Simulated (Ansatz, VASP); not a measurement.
# One calculation of InSe, two programs

```
In Se
1.0
     4.05000    0.00000    0.00000
    -2.02500    3.50740    0.00000
     0.00000    0.00000   16.93000
In Se
4 4
Direct
  0.33333 0.66667 0.15700
  0.66667 0.33333 0.65700
  0.33333 0.66667 0.34300
  0.66667 0.33333 0.84300
  0.33333 0.66667 0.60200
  0.66667 0.33333 0.10200
  0.33333 0.66667 0.89800
  0.66667 0.33333 0.39800
```

Alike in both runs: task single point; functional PBE; k mesh 6 × 6 × 1; occupations gaussian, width 0.1 eV; no spin polarisation.

```csv
,VASP,Ansatz
version,VASP 6.6.1,Ansatz 0.2.0
potentials or method,"VASP PAW PBE potentials, release 64 (In_d, Se)","scalar-relativistic, plane waves, PAW"
plane-wave cutoff (eV),520,420
valence electrons in the cell,76,116
```

```tsv
	VASP	Ansatz	Ansatz less VASP
gap on the k mesh at the Fermi level (eV)	none	none	-
pressure (GPa)	7.7	7.7	-0.07
largest component of the traceless stress (GPa)	5.84	5.82	-0.027
rms of the force components (eV/Å)	1.427	1.418	-0.0084
```

Atom by atom the forces differ by 0.009 eV/Å (rms over components). A gap of «none» marks a metal or a gap that the smearing closes. With one functional, cell and mesh, what is left measures potentials, basis and numerics. The two sets of potentials don't hold the same shells in valence.

Caveats: the k mesh is coarse (spacing up to 0.37 Å⁻¹), so the values aren't converged; this functional lacks dispersion, which binds the layers, so the pressure and a relaxed spacing across them are unreliable; forces of over 1 eV/Å show positions far from the minimum, so gaps and moduli don't describe the material at rest.
